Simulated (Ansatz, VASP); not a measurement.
CrO2 in VASP and in Ansatz

File INCAR:

```
ALGO = Normal ; EDIFF = 1E-6
ENCUT = 520 ; GGA = PE
ISIF = 2 ; ISMEAR = -1
ISPIN = 2 ; ISYM = 0
LASPH = True ; LCHARG = False
LDAU = True ; LDAUJ = 0 0
LDAUL = 2 -1 ; LDAUPRINT = 1
LDAUTYPE = 2 ; LDAUU = 3.7 0
LMAXMIX = 4 ; LORBIT = 11
LREAL = False ; LWAVE = False
MAGMOM = 3 3 0 0 0 0 ; NBANDS = 37
NELM = 150 ; PREC = Accurate
SIGMA = 0.05
```

File KPOINTS:

```
k-points
0
Gamma
  4 4 6
```

File POSCAR:

```
CrO2
1.0
    4.4100000000      0.0000000000      0.0000000000
    0.0000000000      4.4100000000      0.0000000000
    0.0000000000      0.0000000000      2.9100000000
Cr O
2 4
Direct
    0.0000000000      0.0000000000      0.0000000000
    0.5000000000      0.5000000000      0.5000000000
    0.3000000000      0.3000000000      0.0000000000
    0.2000000000      0.8000000000      0.5000000000
    0.7000000000      0.7000000000      0.0000000000
    0.8000000000      0.2000000000      0.5000000000
```

Input for Ansatz:

```yaml
crystal:
  lattice:
    - [4.41, 0.0, 0.0]
    - [0.0, 4.41, 0.0]
    - [0.0, 0.0, 2.91]
  atoms:
    - { symbol: Cr, position: [0.0, 0.0, 0.0], spin: 3.0 }
    - { symbol: Cr, position: [0.5, 0.5, 0.5], spin: 3.0 }
    - { symbol: O, position: [0.3, 0.3, 0.0] }
    - { symbol: O, position: [0.2, 0.8, 0.5] }
    - { symbol: O, position: [0.7, 0.7, 0.0] }
    - { symbol: O, position: [0.8, 0.2, 0.5] }
  symmetry: { detect: false, time_reversal: true }
magnetization:
  spin_polarized: true
hamiltonian:
  xc: pbe
  pseudopotentials: { kind: paw }
  hubbard: { sites: [{ species: Cr, l: d, u_eff: 3.7 }] }
basis:
  ecutwfc: 420
kpoints:
  mp_grid: { grid: [4, 4, 6] }
scf:
  occupations: { method: fermi_dirac, width: 0.05 }
output:
  forces: true
  stress: true
```

Alike in both runs: task single point; functional PBE; k mesh 4 × 4 × 6; occupations fermi-dirac, width 0.05 eV; collinear spin; Hubbard terms Cr d U = 3.7 eV.

```csv
,VASP,Ansatz
version,VASP 6.6.1,Ansatz 0.2.0
potentials or method,"VASP PAW PBE potentials, release 64 (Cr_pv, O)","PAW, plane waves, scalar-relativistic"
plane-wave cutoff (eV),520,420
valence electrons in the cell,48,52
```

|  | VASP | Ansatz | Ansatz less VASP |
| --- | --- | --- | --- |
| pressure (GPa) | 13.2 | 11.4 | -1.79 |
| largest component of the traceless stress (GPa) | 2.52 | 1.87 | -0.653 |
| rms of the force components (eV/Å) | 0.031 | 0.109 | +0.0780 |
| net moment per atom (μB) | 0.67 | 0.67 | 0.000 |
| size of the moment on the site where the two differ most (μB) | 2.36 | 1.98 | -0.388 |

Site moments also hang on the region over which each program counts them. The programs project onto different local orbitals, so the same U acts differently. Atom by atom the forces differ by 0.078 eV/Å (rms over components). The two sets of potentials don't hold the same shells in valence. Ansatz warned: «filled_band_counts_differ_across_k_points».

The state reached can hang on the start; a lower one may exist.
